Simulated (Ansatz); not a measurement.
# KBr: the cell at several levels of theory

An exercise on one series of results from a longer session: the logs are not shown, and one member is left open.

Code: Ansatz 0.2.0. PAW datasets, plane waves, zero pressure. The cell comes from a prototype generator: it can be a known phase or a hypothetical one. Spin polarisation is off.

## The system as given

It is cubic, F-43m (No. 216); a = 7.015 Å in the conventional setting, 43.14 Å³ an atom. Near K stand 4 Br at 3.04 Å; near Br stand 4 K at 3.04 Å.

As a file:

Space group F-43m (No. 216). a = 7.015 Å, b = 7.015 Å, c = 7.015 Å, α = 90.00°, β = 90.00°, γ = 90.00°
```tsv
atom	site	symmetry	x	y	z
K	4a	-43m	0.0000	0.0000	0.0000
Br	4d	-43m	0.2500	0.2500	0.7500
```

Set-up of the first run:

File input.yaml:

```yaml
crystal:
  lattice:
    - [0.0, 3.5072874153, 3.5072874153]
    - [3.5072874153, 0.0, 3.5072874153]
    - [3.5072874153, 3.5072874153, 0.0]
  atoms:
    - { symbol: K, position: [0.0, 0.0, 0.0] }
    - { symbol: Br, position: [0.25, 0.25, 0.25] }
kpoints:
  mp_grid: { grid: [6, 6, 6] }
hamiltonian:
  xc: pbe
scf:
  occupations: { method: fermi_dirac, width: 0.02 }
relax:
  f_tol: 0.005
  cell: {}
output:
  write_density: true
  write_potential: true
  elf: true
  volumetric_format: npy
```

Launch:

```
$ ansatz run input.yaml --threads 2 --pin off --max-ram 2211MiB --backend cpu --events-out ev --progress --plain --runs-dir out
```

Steps of the session up to this table: Relaxation with PBE; Relaxing with r2SCAN; Relaxation with PBEsol; Relaxation with LDA; Relaxation with HSE06.

One of the session's tables, all rows but one given; the rest of the session is left out.

It belongs to the step «The cells side by side». 

| level | a (Å) | volume (Å³/atom) |
| --- | --- | --- |
| PBE | 7.443 | 51.547 |
| r2SCAN | 7.377 | 50.174 |
| PBEsol | ? | ? |
| LDA | 7.124 | 45.193 |
| HSE06 | 7.412 | 50.898 |

**Question.** Estimate the row for PBEsol.

The run gave: a (Å): 7.303; volume (Å³/atom): 48.687. In the column «a (Å)» it lies between LDA (7.124) and r2SCAN (7.377).

What this shows: From the start to the first minimum the volume moved by +19.5 %. The volume runs from LDA (least) to PBE (most), a spread of 14.1 %, or 4.5 % in length if all axes shared it alike. The meshes differ: PBE 6×6×6, r2SCAN 6×6×6, PBEsol 6×6×6, LDA 6×6×6, HSE06 4×4×4.

To keep in mind: Warnings in the runs' records: xc potential rough in thin density.
